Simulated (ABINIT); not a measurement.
Runs of ABINIT 10.8.3 (patched build) on Hf. Symmetry: Im-3m, No. 229, cubic system. The conventional cell has a = 3.610 Å, b = 3.610 Å, c = 3.610 Å, α = 90.00°, β = 90.00°, γ = 90.00°. Hf (site symmetry m-3m) has 8 Hf at 3.13 Å as nearest neighbours. This isn't the form of Hf at room conditions, which is hcp.

```tsv
task	potentials or basis	cell	k mesh	cutoff (eV)	smearing	bands in the sums	broadening (eV)	scissor shift (eV)	tensor components	cutoff smearing ecutsm (Ha)	gap on the mesh (eV)	pressure (GPa)
optical spectrum	PseudoDojo NC SR PBEsol v0.4 stringent	as given	12 × 12 × 12, with 2 shifts	1687	fermi-dirac 0.2 eV	25	0.2	0	[11]	-	-	(a)
elastic constants	PseudoDojo NC SR PBEsol v0.4.1 standard	cell relaxed at zero pressure by an earlier run	18 × 18 × 18	789	methfessel-paxton 0.1 eV	-	-	-	-	0.5	none	-0.1
relaxation of cell and atoms	PseudoDojo NC SR PBEsol v0.4.1 standard	relaxed	8 × 8 × 8	789	fermi-dirac 0.05 eV	-	-	-	-	0.5	none	0.0
single point	PseudoDojo NC SR PBEsol v0.4 stringent	as given	8 × 8 × 8	1687	fermi-dirac 0.05 eV	-	-	-	-	-	none	-10.4
single point	PseudoDojo NC SR PBEsol v0.4.1 standard	cell relaxed	8 × 8 × 8	789	fermi-dirac 0.05 eV	-	-	-	-	-	none	0.0
```

Alike in all rows: level PBEsol; no spin polarisation.

Estimate the missing entries.

(a) -9.1.

Caveats: the intraband (Drude) term is left out (some runs); spectra need much finer meshes, so this one isn't converged (some runs); independent-particle spectra lack excitons (some runs); the mesh is coarse for a metal's response (some runs).

A k mesh can miss the band edges, and the runs leave out spin-orbit coupling on Hf.

A gap of «none» marks a metal or a gap under the smearing width.

The runs don't all hold the same shells in valence.
